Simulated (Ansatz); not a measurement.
Here is an Ansatz 0.2.0 calculation.

input.yaml

```yaml
crystal:
  lattice:
    - [0.0, 1.737572933, 1.737572933]
    - [1.737572933, 0.0, 1.737572933]
    - [1.737572933, 1.737572933, 0.0]
  atoms:
    - { symbol: Ni, position: [0.0, 0.0, 0.0], spin: 1.0 }
hamiltonian:
  xc: revpbe
  pseudopotentials: { kind: paw }
  dispersion: d4
magnetization:
  spin_polarized: true
kpoints:
  mp_grid: { grid: [13, 13, 13] }
scf:
  occupations: { method: fermi_dirac, width: 0.05 }
output:
  forces: true
  stress: true
relax:
  f_tol: 0.01
  max_steps: 40
  cell: { stress_tol: 0.05 }
```

Potentials or basis: Ansatz PAW.

Launch:

```sh
$ ansatz run input.yaml --threads 2 --pin off --max-ram 5632MiB --backend cpu --events-out ev --progress --plain --runs-dir out
```

(1) What does it give for the absolute moment?

(2) Predict the relaxed cell.

(3) What does it give for the space group after relaxing (to 0.05 Å)?

(4) What does it give for the net moment?

Answers

(1) 0.72 μB per cell.

(2) a = 2.458 Å, b = 2.458 Å, c = 2.458 Å, α = 60.00°, β = 60.00°, γ = 60.00°.

(3) Fm-3m (No. 225).

(4) 0.63 μB per cell.
